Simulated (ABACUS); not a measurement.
The system is TiC.

```
CELL_PARAMETERS angstrom
0.00000 2.16572 2.16572
2.16572 0.00000 2.16572
2.16572 2.16572 0.00000
ATOMIC_POSITIONS crystal
Ti 0.00000 0.00000 0.00000
C 0.50000 0.50000 0.50000
```

The cell is a database's computed one.

| Item | Value |
| --- | --- |
| Program | ABACUS 3.10.1 |
| Task | single point |
| Functional | PBE |
| Potentials or basis | PseudoDojo NC SR 0.4.1 PBE standard |
| Cutoff | 1143 eV |
| Density cutoff | 4572 eV |
| Basis | plane waves |
| k mesh | 11 × 11 × 11 |
| Occupations | fermi-dirac, width 0.05 eV |
| Spin | no spin polarisation |

On this cell: pressure 0.3 GPa; largest force zero by symmetry; band gap on the k mesh none (metal or under the smearing width).

The same run follows on a disturbed copy (atoms moved at random, drawn with an rms of 0.05 Å):

```
Ti C
1.0
     0.00000    2.16572    2.16572
     2.16572    0.00000    2.16572
     2.16572    2.16572    0.00000
Ti C
1 1
Direct
  0.98208 0.02153 0.99282
  0.48439 0.50743 0.51417
```

Problem. What changes?

Solution. The energy (extrapolated to zero smearing) moves by +8.3 meV/atom; pressure 0.8 GPa; largest force 0.551 eV/Å; band gap on the k mesh none (metal or under the smearing width).

Forces in eV/Å, atoms in the order of the input:
```
Ti   0.147  0.474 -0.239
C   -0.147 -0.474  0.239
```

Stress tensor (GPa, compression positive):
```
 0.50 -0.13  0.07
-0.13  1.19  0.21
 0.07  0.21  0.62
```
